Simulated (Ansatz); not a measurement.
Input of an Ansatz 0.2.0 run:

The input input.yaml:

```yaml
crystal:
  lattice:
    - [-2.9401404553, 2.9401404553, 1.5993019889]
    - [2.9401404553, -2.9401404553, 1.5993019889]
    - [2.9401404553, 2.9401404553, -1.5993019889]
  atoms:
    - { symbol: Sn, position: [0.0, 0.0, 0.0] }
    - { symbol: Sn, position: [0.75, 0.25, 0.5] }
kpoints:
  mp_grid: { grid: [9, 9, 9] }
  band_path:
    path:
      - [0.0, 0.0, 0.0]
      - [0.0, 0.0, 0.5]
      - [-0.5, 0.5, 0.5]
      - [0.0, 0.0, 0.0]
      - [0.3239715651, 0.3239715651, -0.3239715651]
      - [0.25, 0.25, 0.25]
      - [0.0, 0.5, 0.0]
      - [-0.3239715651, 0.6760284349, 0.3239715651]
    npoints: 12
scf:
  occupations: { method: fermi_dirac, width: 0.05 }
hamiltonian:
  xc: pbesol
  pseudopotentials: { kind: all_electron, lapw: { basis_error: 0.001 } }
output:
  forces: true
  stress: true
  eigenvalues: true
```

Potentials or basis: all-electron LAPW, scalar-relativistic.

Run with:

```console
$ ansatz run input.yaml --threads 1 --pin off --max-ram 3072MiB --backend cpu --events-out ev --progress --plain --runs-dir out
```

(1) Predict the pressure.

(2) What does it give for the band gap along the path?

Results:

(1) -1.4 GPa.

(2) none (metal or under the smearing width).

Caveat: spin-orbit coupling is left out, which moves the levels of the heavy elements.
